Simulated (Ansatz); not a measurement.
# TiTe and the effect of the Hubbard U on Ti d

```yaml
crystal:
  lattice:
    - [0.00000, 3.31060, 3.31060]
    - [3.31060, 0.00000, 3.31060]
    - [3.31060, 3.31060, 0.00000]
  atoms:
    - { symbol: Ti, position: [0.00000, 0.00000, 0.00000] }
    - { symbol: Te, position: [0.25000, 0.25000, 0.25000] }
```

The cell comes from a database or a generator and needn't be the stable form of this composition.

Kept alike: task projected density of states; functional r2SCAN; k mesh 7 × 7 × 7; occupations fermi-dirac, width 0.05 eV; no spin polarisation. Program: Ansatz, Ansatz PAW, cutoff 500 eV. The mesh is that of the run's cell of 2 atoms. No spin-orbit coupling.

| run | pressure (GPa) |
| --- | --- |
| A | -4.01 |
| B | -4.33 |
| C | -3.48 |
| D | -4.69 |
| E | -5.78 |
| F | -7.14 |
| G | -5.15 |
| H | -6.68 |

Pressure is positive in compression, with a Pulay correction for the finite cutoff. U acts here on a shell without spin polarisation. For a metal such a mesh leaves the last digits unconverged. How U acts hangs on the program's projectors. All rows use potentials made for PBE. U is the effective U - J on orthogonalised atomic projectors. Double counting: fully localised limit (the default).

The runs differ in the Hubbard U on Ti d alone: 0; 1; 2; 3; 4; 5; 6; 8 eV. Which run is which?

Run A is 6 eV; run B is 5 eV; run C is 8 eV; run D is 4 eV; run E is 2 eV; run F is 0 eV; run G is 3 eV; run H is 1 eV. The pressure rises from -7.14 to -3.48 GPa between 0 and 8 eV. U localises the shell and weakens its bonds, so the cell pushes outwards.
